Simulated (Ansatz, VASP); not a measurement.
Two plane-wave programs on ZnO (zincite)

The input INCAR:

```
PREC     = Accurate       # precision mode
ENCUT    = 520            # plane-wave cutoff, eV
EDIFF    = 1E-7           # SCF threshold, eV
ISMEAR   = -1             # smearing method
SIGMA    = 0.05           # smearing width, eV
LREAL    = F              # projectors in reciprocal space
LASPH    = T              # aspherical terms in the spheres
NELM     = 80             # most SCF steps
ALGO     = Normal         # electronic algorithm
ISIF     = 2              # what is computed and relaxed
LWAVE    = F              # write WAVECAR
LCHARG   = F              # write CHGCAR
GGA      = PE             # functional
```

The input KPOINTS:

```
Automatic mesh
0
Gamma
  9 9 5
```

The input POSCAR:

```
ZnO
1.0
    3.2493080000      0.0000000000      0.0000000000
   -1.6246540000      2.8139832727      0.0000000000
    0.0000000000      0.0000000000      5.2057090000
Zn O
2 2
Direct
    0.6666666667      0.3333333333      0.0000000000
    0.3333333333      0.6666666667      0.5000000000
    0.3333333333      0.6666666667      0.8790100000
    0.6666666667      0.3333333333      0.3790100000
```

Contents of KPOINTS_OPT:

```
path GMKGALHA,LM,KH
15
line-mode
reciprocal
 0.0000000000  0.0000000000  0.0000000000  G
 0.5000000000  0.0000000000  0.0000000000  M

 0.5000000000  0.0000000000  0.0000000000  M
 0.3333333333  0.3333333333  0.0000000000  K

 0.3333333333  0.3333333333  0.0000000000  K
 0.0000000000  0.0000000000  0.0000000000  G

 0.0000000000  0.0000000000  0.0000000000  G
 0.0000000000  0.0000000000  0.5000000000  A

 0.0000000000  0.0000000000  0.5000000000  A
 0.5000000000  0.0000000000  0.5000000000  L

 0.5000000000  0.0000000000  0.5000000000  L
 0.3333333333  0.3333333333  0.5000000000  H

 0.3333333333  0.3333333333  0.5000000000  H
 0.0000000000  0.0000000000  0.5000000000  A

 0.5000000000  0.0000000000  0.5000000000  L
 0.5000000000  0.0000000000  0.0000000000  M

 0.3333333333  0.3333333333  0.0000000000  K
 0.3333333333  0.3333333333  0.5000000000  H
```

The input input.yaml:

```yaml
crystal:
  lattice:
    - [3.249308, 0.0, 0.0]
    - [-1.624654, 2.8139832727, 0.0]
    - [0.0, 0.0, 5.205709]
  atoms:
    - { symbol: Zn, position: [0.6666666667, 0.3333333333, 0.0] }
    - { symbol: Zn, position: [0.3333333333, 0.6666666667, 0.5] }
    - { symbol: O, position: [0.3333333333, 0.6666666667, 0.87901] }
    - { symbol: O, position: [0.6666666667, 0.3333333333, 0.37901] }
hamiltonian:
  xc: pbe
  pseudopotentials: { kind: paw }
kpoints:
  mp_grid: { grid: [9, 9, 5] }
  band_path:
    path:
      - [[0.0, 0.0, 0.0], [0.5, 0.0, 0.0], [0.3333333333, 0.3333333333, 0.0], [0.0, 0.0, 0.0], [0.0, 0.0, 0.5], [0.5, 0.0, 0.5], [0.3333333333, 0.3333333333, 0.5], [0.0, 0.0, 0.5]]
      - [[0.5, 0.0, 0.5], [0.5, 0.0, 0.0]]
      - [[0.3333333333, 0.3333333333, 0.0], [0.3333333333, 0.3333333333, 0.5]]
    npoints: 14
scf:
  occupations: { method: fermi_dirac, width: 0.05 }
  n_extra_bands: 10
output:
  forces: true
  stress: true
  eigenvalues: true
  fatbands: false
```

Alike in both runs: task band structure; functional PBE; k mesh 9 × 9 × 5; occupations fermi-dirac, width 0.05 eV; no spin polarisation.

```csv
,VASP,Ansatz
version,VASP 6.6.1,Ansatz 0.2.0
potentials or method,"VASP PAW PBE potentials, release 64 (Zn, O)",Ansatz PAW
plane-wave cutoff (eV),520,420
valence electrons in the cell,36,36
```

Ansatz gave:

| Item | Value |
| --- | --- |
| gap on the k mesh at the Fermi level (eV) | 0.80 |
| least direct gap on the mesh (eV) | 0.80 |
| gap along the band path (eV) | 0.80 |
| pressure (GPa) | 4.9 |
| largest component of the traceless stress (GPa) | 1.14 |
| rms of the force components (eV/Å) | 0.040 |

**Question.** Estimate VASP's values.

**Answer.** gap on the k mesh at the Fermi level (eV): 0.79; least direct gap on the mesh (eV): 0.79; gap along the band path (eV): 0.79; pressure (GPa): 6.0; largest component of the traceless stress (GPa): 1.17; rms of the force components (eV/Å): 0.043.

Atom by atom the forces differ by 0.002 eV/Å (rms over components).

Caveats: the pressure holds a Pulay correction of +0.7 GPa for the finite cutoff (Ansatz). A hybrid or GW would open this gap; PBE tends to underestimate it.
